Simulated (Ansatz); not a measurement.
**Relaxing TaN**

Theory: DFT PBE, scalar-relativistic, plane waves, PAW in Ansatz 0.2.0.

The start is a database structure of TaN, space group P-62m (No. 189).

The final relaxation ran on this input, with the default PAW datasets:

```yaml
crystal:
  lattice:
    - [5.208495496, 0.0, 0.0]
    - [-2.604247748, 4.510689415, 0.0]
    - [0.0, 0.0, 2.91474775]
  atoms:
    - { symbol: Ta, position: [0.0, 0.0, 0.0] }
    - { symbol: Ta, position: [0.33333333, 0.66666667, 0.5] }
    - { symbol: Ta, position: [0.66666667, 0.33333333, 0.5] }
    - { symbol: "N", position: [0.39239217, 0.0, 0.0] }
    - { symbol: "N", position: [0.60760783, 0.60760783, 0.0] }
    - { symbol: "N", position: [0.0, 0.39239217, 0.0] }
basis:
  ecutwfc: 420
kpoints:
  mp_grid: { grid: [9, 9, 12] }
hamiltonian:
  xc: pbe
scf:
  occupations: { method: gaussian, width: 0.1 }
output:
  forces: true
  stress: true
  eigenvalues: true
relax:
  adjacent_minimum: "off"
  f_tol: 0.01
  max_steps: 80
  cell: { stress_tol: 0.05 }
```

Launched as:

```bash
ansatz run input.yaml --threads 1 --pin off --max-ram 2560MiB --backend cpu --events-out ev --progress --plain --runs-dir out
```

Time: 110 s on 1 thread of Intel(R) Xeon(R) Platinum 8259CL CPU @ 2.50GHz (Skylake/Cascade Lake), on a shared host, peak memory 0.49 GiB.

The program printed at the end:

```
SCF converged after 5 iterations
Free energy (F): -30955.772702 eV
Harris-Foulkes:  -30955.772702 eV  (|F-HF|=4.00e-11)
Internal energy: -30955.770880 eV  (E = F + TS)
E sigma→0 (E₀):  -30955.771791 eV
Entropy (-TS):   -0.001822 eV (-0.304 meV/atom)
Fermi energy:    19.461644 eV
--- Per-component energies (eV) ---
  E_band       = -234.510924
  E_kinetic    = 1495.472324
  E_local      = -2061.263301  (includes V_loc(G=0)·N_el)
  E_nonlocal   = 179.574755
  E_hartree    = 697.287314
  E_xc         = -838.313468
  E_vxc        = -845.039206  (∫ρ·V_xc dr)
  E_paw        = -25572.605700  (= ΣΔE_a)
  E_vpaw       = -397.830996  (= ΣTr[D̂ρ^β])
  E_aug_tail   = 0.000799  (compensation charges beyond the density's cutoff)
  E_ewald      = -4855.923603
  E_smearing   = -0.001822  (= −TS)
  E_closure    = 0.000000  (closes the sum)
  Σ components = -30955.772702   (vs F -30955.772702, Δ=0.00e0)
--- Forces (eV/Å), atoms counted from 1 ---
  atom   1  Ta     0.00000000     0.00000000     0.00000000
  atom   2  Ta     0.00000000     0.00000000     0.00000000
  atom   3  Ta     0.00000000     0.00000000     0.00000000
  atom   4  N     -0.00197234     0.00000000     0.00000000
  atom   5  N      0.00098617     0.00170809     0.00000000
  atom   6  N      0.00098617    -0.00170809     0.00000000
  max |Σ_I F_I| component: 1.53e-16 eV/Å
--- Stress (GPa, compression-positive) ---
        0.037856       0.000000       0.000000
        0.000000       0.037856       0.000000
        0.000000       0.000000       0.043832
  P = ⅓ Tr σ = 0.0398 GPa (0.398 kbar)
--- Relaxed structure (5 steps of the walk, 5 accepted, 1 SCFs on fresh bases) ---
  F+E_penalty+E_count = -30955.77270246 eV   max|allowed force component| = 1.972e-3 eV/Å   (the final SCF, on the basis selected at the relaxed cell)
  cell:  # Å, volume = 69.1112 Å³
    - [5.225690, 0.000000, 0.000000]
    - [-2.612845, 4.525580, 0.000000]
    - [0.000000, 0.000000, 2.922339]
  atoms:
    - { symbol: Ta, position: [0.000000, 0.000000, 0.000000] }
    - { symbol: Ta, position: [0.333333, 0.666667, 0.5] }
    - { symbol: Ta, position: [0.666667, 0.333333, 0.5] }
    - { symbol: N, position: [0.392528, 0.000000, 0.000000] }
    - { symbol: N, position: [0.607472, 0.607472, 0.000000] }
    - { symbol: N, position: [0.000000, 0.392528, 0.000000] }
```

Absolute energies hang on the potentials; compare differences alone.

The result has space group P-62m (No. 189). Ta on Wyckoff site a (1 atom of the primitive cell) has 3 N at 2.05 Å; Ta on Wyckoff site d (2 atoms of the primitive cell) is coordinated by 6 N at 2.17 Å; around N lie 5 Ta at 2.05–2.17 Å.

Against the elements it lies at -1.16 eV/atom. Formation energies are uncorrected and refer to the elements' standard structures at the same level (N₂ as a molecule).

For metals, differences of a few meV/atom aren't resolved. Spin–orbit coupling is left out.

A structure relaxed within its symmetry needn't be a true minimum.